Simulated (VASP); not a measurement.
The input files of a VASP run:

**INCAR**
```
ALGO = Normal
EDIFF = 1E-6
ENCUT = 300
ISIF = 2
ISMEAR = 0
LASPH = T
LCHARG = F
LMAXMIX = 4
LREAL = F
LWAVE = F
NELM = 100
PREC = Accurate
SIGMA = 0.01
SYSTEM = GeTe
```

### POSCAR
```
GeTe
1
    2.0685230000     1.1942620000     3.6334070000
   -2.0685230000     1.1942620000     3.6334070000
    0.0000000000    -2.3885250000     3.6334070000
Ge Te
1 1
Direct
  0.9922300000   0.9922300000   0.9922300000
  0.5287770000   0.5287770000   0.5287770000
```

**KPOINTS**
```
Automatic mesh
0
Gamma
8 8 8
0 0 0
```

POTCAR, in this order: Ge_d Te (LDA.64 set). Program: vasp_std.

Translate this LDA calculation to Quantum ESPRESSO's pw.x.

One equivalent input (not run):
```
&CONTROL
  calculation = 'scf'
  pseudo_dir = './pseudo'
  outdir = './out'
  tprnfor = .true.
  tstress = .true.
/
&SYSTEM
  ibrav = 0
  nat = 2
  ntyp = 2
  ecutwfc = 82.3
  occupations = 'smearing'
  smearing = 'gaussian'
  degauss = 0.000735
  input_dft = 'pz'
/
&ELECTRONS
  conv_thr = 7.3e-08
  electron_maxstep = 100
/
ATOMIC_SPECIES
  Ge 72.630 Ge.upf
  Te 127.600 Te.upf
CELL_PARAMETERS angstrom
     2.0685230    1.1942620    3.6334070
    -2.0685230    1.1942620    3.6334070
     0.0000000   -2.3885250    3.6334070
ATOMIC_POSITIONS crystal
  Ge   0.9922300  0.9922300  0.9922300
  Te   0.5287770  0.5287770  0.5287770
K_POINTS automatic
  8 8 8 0 0 0
```
Limits of the translation: the potentials are each code's own (VASP's PAW set, PseudoDojo norm-conserving files in pw.x), so ENCUT and ecutwfc are chosen apart and not converted; conv_thr bounds pw.x's estimated SCF error, while EDIFF bounds the energy change between steps.

The structure comes from a computed database's GeTe entry; how it stands against other phases isn't given here. The cell was not relaxed at this level. The run is one of a series of settings (GGA removed, POTCAR Ge_d Te (LDA.64 set) against the base run), some of them coarse on purpose.
